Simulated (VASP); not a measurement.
# CdO (Fm-3m) in VASP: further runs, part 2 of 2

VASP 6.6.1. The steps go on from the part before.

**5. Single point, PBE (a relaxed cell with its volume scaled by 0.91)**

INCAR

```
SYSTEM = CdO
PREC = Accurate ; ENCUT = 700
EDIFF = 1E-7 ; ISMEAR = 0
SIGMA = 0.02 ; LREAL = .False.
LASPH = .True. ; NELM = 100
ALGO = Fast ; ISIF = 2
LWAVE = .False. ; LCHARG = .False.
GGA = PE ; NBANDS = 16
```

KPOINTS

```
Automatic mesh
0
Gamma
  12 12 12
  0 0 0
```

POSCAR

```
CdO                                     
1.0
   -0.0000000000      2.3162127984      2.3162127984
    2.3162127984      0.0000000000      2.3162127984
    2.3162127984      2.3162127984     -0.0000000000
  Cd              O             
     1     1
Direct
     0.0000000000000000    0.0000000000000000    0.0000000000000000
     0.5000000000000000    0.5000000000000000    0.5000000000000000
```

Potentials or basis: VASP PAW PBE potentials, release 64 (Cd, O).

On the command line:

```bash
$ cat potpaw_PBE.64/Cd/POTCAR potpaw_PBE.64/O/POTCAR > POTCAR
$ mpirun -np 1 vasp_std > vasp.out
```

OUTCAR:

```text
SYSTEM = CdO
   PREC = Accurate
   ENCUT = 700
   EDIFF = 1E-7
   ISMEAR = 0
   LREAL = .False.
   LASPH = .True.
   NELM = 100
   ISIF = 2
   GGA = PE

 ion  position               nearest neighbor table
   1  0.000  0.000  0.000-   2 2.32   2 2.32   2 2.32   2 2.32   2 2.32   2 2.32
   2  0.500  0.500  0.500-   1 2.32   1 2.32   1 2.32   1 2.32   1 2.32   1 2.32

  LATTYP: Found a face centered cubic cell.
 ALAT       =     4.6324255968

  Lattice vectors:

 A1 = (   0.0000000000,   2.3162127984,   2.3162127984)
 A2 = (   2.3162127984,   0.0000000000,   2.3162127984)
 A3 = (   2.3162127984,   2.3162127984,   0.0000000000)

Analysis of symmetry for initial positions (statically):
=====================================================================
 Subroutine PRICEL returns:
 Original cell was already a primitive cell.

 Routine SETGRP: Setting up the symmetry group for a
 face centered cubic supercell.

 Subroutine GETGRP returns: Found 48 space group operations
 (whereof 48 operations were pure point group operations)
 out of a pool of 48 trial point group operations.

The static configuration has the point symmetry O_h .

Analysis of symmetry for dynamics (positions and initial velocities):
=====================================================================
 Subroutine PRICEL returns:
 Original cell was already a primitive cell.

 Routine SETGRP: Setting up the symmetry group for a
 face centered cubic supercell.

 Subroutine GETGRP returns: Found 48 space group operations
 (whereof 48 operations were pure point group operations)
 out of a pool of 48 trial point group operations.

The dynamic configuration has the point symmetry O_h .

 Subroutine INISYM returns: Found 48 space group operations
 (whereof 48 operations are pure point group operations),
 and found     1 'primitive' translations

----------------------------------------------------------------------------------------

                                     Primitive cell

  volume of cell :      24.8522

  direct lattice vectors                    reciprocal lattice vectors
     0.000000000  2.316212798  2.316212798    -0.215869630  0.215869630  0.215869630
     2.316212798  0.000000000  2.316212798     0.215869630 -0.215869630  0.215869630
     2.316212798  2.316212798  0.000000000     0.215869630  0.215869630 -0.215869630

  length of vectors
     3.275619553  3.275619553  3.275619553     0.373897167  0.373897167  0.373897167

  position of ions in fractional coordinates (direct lattice)
     0.000000000  0.000000000  0.000000000
     0.500000000  0.500000000  0.500000000

  ion indices of the primitive-cell ions
   primitive index   ion index
                 1           1
                 2           2

----------------------------------------------------------------------------------------

 KPOINTS: Automatic mesh

Automatic generation of k-mesh.
 Grid dimensions read from file:
 generate k-points for:   12   12   12

 Generating k-lattice:

  Cartesian coordinates                     Fractional coordinates (reciprocal lattice)
    -0.017989136  0.017989136  0.017989136     0.083333333  0.000000000  0.000000000
     0.017989136 -0.017989136  0.017989136     0.000000000  0.083333333  0.000000000
     0.017989136  0.017989136 -0.017989136     0.000000000  0.000000000  0.083333333

  Length of vectors
     0.031158097  0.031158097  0.031158097

  Shift w.r.t. Gamma in fractional coordinates (k-lattice)
     0.000000000  0.000000000  0.000000000

 Subroutine IBZKPT returns following result:
 ===========================================

 Found     72 irreducible k-points:

 Following reciprocal coordinates:
            Coordinates               Weight
  0.000000  0.000000  0.000000      1.000000
  0.083333  0.000000  0.000000      8.000000
  0.166667  0.000000  0.000000      8.000000
  0.250000  0.000000  0.000000      8.000000
  0.333333  0.000000  0.000000      8.000000
  0.416667  0.000000  0.000000      8.000000
[... 16 lines left out ...]
  0.500000  0.166667  0.000000     24.000000
 -0.416667  0.166667  0.000000     24.000000
 [... further k-points ...]
   k-points           NKPTS =     72   k-points in BZ     NKDIM =     72   number of bands    NBANDS=     16
   number of dos      NEDOS =    301   number of ions     NIONS =      2
   total plane-waves  NPLWV =  21952
   dimension x,y,z NGX =    28 NGY =   28 NGZ =   28
   dimension x,y,z NGXF=    56 NGYF=   56 NGZF=   56
   ions per type =               1   1
   NGX,Y,Z   is equivalent  to a cutoff of  14.21, 14.21, 14.21 a.u.
   NGXF,Y,Z  is equivalent  to a cutoff of  28.42, 28.42, 28.42 a.u.
 SYSTEM =  CdO
   PREC   = accura    normal or accurate (medium, high low for compatibility)
   ISTART =      0    job   : 0-new  1-cont  2-samecut
   ICHARG =      2    charge: 1-file 2-atom 10-const
   ISPIN  =      1    spin polarized calculation?
   LNONCOLLINEAR =      F non collinear calculations
   LSORBIT =      F    spin-orbit coupling
   LASPH  =      T    aspherical Exc in radial PAW
   ENCUT  =  700.0 eV  51.45 Ry    7.17 a.u.   7.07  7.07  7.07*2*pi/ulx,y,z
   NELM   =    100;   NELMIN=  2; NELMDL= -5     # of ELM steps
   EDIFF  = 0.1E-06   stopping-criterion for ELM
   LREAL  =      F    real-space projection
   EDIFFG = 0.1E-05   stopping-criterion for IOM
   NSW    =      0    number of steps for IOM
   IBRION =     -1    ionic relax: 0-MD 1-quasi-New 2-CG
   NFREE  =      0    steps in history (QN), initial steepest desc. (CG)
   ISIF   =      2    stress and relaxation
   ISYM   =      2    0-nonsym 1-usesym 2-fastsym
   POTIM  = 0.5000    time-step for ionic-motion
   TEBEG  =    0.0;   TEEND  =   0.0 temperature during run
   PSTRESS=    0.0 pullay stress
   NELECT =      18.0000    total number of electrons
   NUPDOWN=      -1.0000    fix difference up-down
   EMIN   =  10.00;   EMAX   =-10.00  energy-range for DOS
   EFERMI =   0.00;   METHOD = LEGACY
   ISMEAR =     0;   SIGMA  =   0.02  broadening in eV -4-tet -1-fermi 0-gaus
   EFERMI_NEDOS =   21; number of points for ismear=-14 and -15
   IALGO  =     68    algorithm
   IMIX   =      4    mixing-type and parameters
     AMIX     =   0.40;   BMIX     =  1.00
     AMIX_MAG =   1.60;   BMIX_MAG =  1.00
  volume/ion in A,a.u.               =      12.43        83.86
  Fermi-wavevector in a.u.,A,eV,Ry     =   1.470203  2.778280 29.408937  2.161496
  Thomas-Fermi vector in A             =   2.585488
   LORBIT       =      0    0 simple, 1 ext, 2 COOP (PROOUT), +10 PAW based schemes
   GGA     = PE    functional components
   LHFCALC =     F    Hartree Fock is set to
   AEXX    =    0.0000 exact exchange contribution
   IVDW    =     0    specifies the selected vdW correction
   LEPSILON=     F    determine dielectric tensor
   LRPA    =     F    only Hartree local field effects (RPA)
 non-spin polarized calculation
 RMM-DIIS sequential band-by-band and
 Gauss-broadening in eV      SIGMA  =   0.02
  energy-cutoff  :      700.00
  volume of cell :       24.85
 maximum number of plane-waves:      1056
   NGX = 15   NGY = 15   NGZ = 15

 number of electron      18.0000002 magnetization

 Free energy of the ion-electron system (eV)
  ---------------------------------------------------
  ext. energy  EPLUGINS =         0.00000000
  ---------------------------------------------------
  free energy    TOTEN  =        -7.62345765 eV

  energy without entropy =       -7.62343019  energy(sigma->0) =       -7.62344392

 E-fermi :   2.4762     XC(G=0): -11.9418

 val. band max:        2.4597933505   @ k =   0.5000   0.0000   0.0000
 cond. band min:       2.8942086954   @ k =   0.0833   0.0000   0.0000
 fundamental gap:      0.4344153450
 Fermi energy:         2.4761736911

 k-point     1 :       0.0000    0.0000    0.0000
  band No.  band energies     occupation
      1     -15.2405      2.00000
      2      -4.3381      2.00000
      3      -4.3381      2.00000
      4      -4.3381      2.00000
      5      -4.0021      2.00000
      6      -4.0021      2.00000
[... 8 lines left out ...]
     15      21.2674      0.00000
     16      21.2674      0.00000
[... 419 lines left out ...]
 k-point    24 :      -0.4167    0.1667    0.0000
  band No.  band energies     occupation
      1     -14.3783      2.00000
      2      -5.2070      2.00000
      3      -4.8697      2.00000
      4      -4.7676      2.00000
      5      -3.7535      2.00000
      6      -3.7265      2.00000
[... 8 lines left out ...]
     15      23.5221      0.00000
     16      23.6866      0.00000

 [... further k-points ...]
[... 5 lines left out ...]
  --------------------------------------------------------------------------------------
  -------------------------------------------------------------------------------------
  Total        2.3274813      2.3274813      2.3274813      0.0000000      0.0000000      0.0000000
  in kB      150.0484132    150.0484132    150.0484132      0.0000000      0.0000000      0.0000000
  external PRESSURE =     150.0484132 kB  Pullay stress =       0.0000000 kB

 VOLUME and BASIS-vectors are now :
 -----------------------------------------------------------------------------
  energy-cutoff  :      700.00
  volume of cell :       24.85
      direct lattice vectors                 reciprocal lattice vectors
     0.000000000  2.316212798  2.316212798    -0.215869630  0.215869630  0.215869630
     2.316212798  0.000000000  2.316212798     0.215869630 -0.215869630  0.215869630
     2.316212798  2.316212798  0.000000000     0.215869630  0.215869630 -0.215869630

 POSITION                                       TOTAL-FORCE (eV/Angst)
 -----------------------------------------------------------------------------------
      0.00000      0.00000      0.00000         0.000000      0.000000      0.000000
      2.31621      2.31621      2.31621        -0.000000     -0.000000     -0.000000
 -----------------------------------------------------------------------------------
    total drift:                                0.000000      0.000000      0.000000

  FREE ENERGIE OF THE ION-ELECTRON SYSTEM (eV)
  ---------------------------------------------------
  free  energy   TOTEN  =        -7.6234576470 eV

  energy  without entropy=       -7.6234301854  energy(sigma->0) =       -7.62344392
```

OSZICAR:

```text
N       E                     dE             d eps       ncg     rms          rms(c)
DAV:   1     0.137407653255E+03    0.13741E+03   -0.12473E+04  2400   0.148E+03
DAV:   2    -0.534520991789E+01   -0.14275E+03   -0.13034E+03  2568   0.328E+02
DAV:   3    -0.941258649448E+01   -0.40674E+01   -0.40604E+01  2848   0.601E+01
DAV:   4    -0.942328893304E+01   -0.10702E-01   -0.10702E-01  2864   0.292E+00
DAV:   5    -0.942331939165E+01   -0.30459E-04   -0.30459E-04  2904   0.138E-01    0.113E+01
RMM:   6    -0.772960614078E+01    0.16937E+01   -0.33849E+00  2409   0.107E+01    0.103E+01
RMM:   7    -0.764230794112E+01    0.87298E-01   -0.14004E-01  2476   0.325E+00    0.515E+00
RMM:   8    -0.762594970740E+01    0.16358E-01   -0.55749E-02  2520   0.229E+00    0.812E-01
RMM:   9    -0.762341325454E+01    0.25365E-02   -0.33783E-03  2597   0.545E-01    0.109E-01
RMM:  10    -0.762352580204E+01   -0.11255E-03   -0.89295E-04  2633   0.207E-01    0.952E-02
RMM:  11    -0.762348102267E+01    0.44779E-04   -0.28285E-05  2598   0.482E-02    0.444E-02
RMM:  12    -0.762345760451E+01    0.23418E-04   -0.60892E-05  2583   0.540E-02    0.210E-03
RMM:  13    -0.762345776178E+01   -0.15727E-06   -0.17063E-06  2446   0.126E-02    0.327E-03
RMM:  14    -0.762345761448E+01    0.14731E-06   -0.18278E-07  1983   0.325E-03    0.987E-04
RMM:  15    -0.762345764700E+01   -0.32524E-07   -0.26068E-08  1516   0.158E-03
   1 F= -.76234576E+01 E0= -.76234439E+01  d E =-.274616E-04
```

Run time: 63 s. Hardware: 1 thread of AMD EPYC 7R43 (Zen 3), shared host; peak memory 0.15 GiB.

What came out:

* Free energy: -7.6235 eV
* Pressure: 15.0 GPa
* Band gap on the k mesh: none (metal or under the smearing width)

Caveat: so large a pressure means that the cell lies far from this level's equilibrium, or that cutoff or potentials fall short.

**6. Single point, PBE (a relaxed cell with its volume scaled by 1.09)**

INCAR is that of step 5.

KPOINTS is that of step 5.

POSCAR

```
CdO                                     
1.0
   -0.0000000000      2.4598398084      2.4598398084
    2.4598398084      0.0000000000      2.4598398084
    2.4598398084      2.4598398084     -0.0000000000
  Cd              O             
     1     1
Direct
     0.0000000000000000    0.0000000000000000    0.0000000000000000
     0.5000000000000000    0.5000000000000000    0.5000000000000000
```

Potentials or basis: VASP PAW PBE potentials, release 64 (Cd, O).

On the command line:

```bash
$ cat potpaw_PBE.64/Cd/POTCAR potpaw_PBE.64/O/POTCAR > POTCAR
$ mpirun -np 1 vasp_std > vasp.out
```

It took 89 s on 1 thread of AMD EPYC 7R43 (Zen 3), shared host; peak memory 0.16 GiB.

The run converged. Its results:

* Free energy: -7.6628 eV
* Pressure: -8.9 GPa
* Band gap on the k mesh: none (metal or under the smearing width)

Levels at points of the mesh, in eV from the Fermi level:
```
           k point  band 5  band 6  band 7  band 8  band 9  band 10  band 11  band 12  band 13  band 14
(0.00, 0.00, 0.00)   -6.33   -6.33   -0.89   -0.89   -0.89    -0.69    14.70    16.07    16.07    16.07
(0.50, 0.00, 0.00)   -6.17   -6.17   -3.48   -0.02   -0.02     4.33     6.34    11.21    11.21    16.35
(0.50, 0.50, 0.00)   -6.07   -5.90   -3.44   -1.72   -1.72     3.29     7.94    10.71    12.18    12.18
```

**7. Overview**

```csv
cell,gap on the mesh (eV),pressure (GPa)
a relaxed cell with its volume scaled by 1.03,none,-3.5
a relaxed cell with its volume scaled by 0.94,none,9.1
a relaxed cell with its volume scaled by 1.06,none,-6.4
a relaxed cell with its volume scaled by 0.91,none,15.0
a relaxed cell with its volume scaled by 1.09,none,-8.9
```

Alike in all rows: task single point; level PBE; potentials or basis VASP PAW PBE potentials, release 64 (Cd, O); no spin polarisation; k mesh 12 × 12 × 12; cutoff (eV) 700; smearing gaussian 0.02 eV.

Caveats: so large a pressure means that the cell lies far from this level's equilibrium, or that cutoff or potentials fall short (some runs).

Total energies depend on the potentials used, so only differences within one code and one set of settings carry meaning.
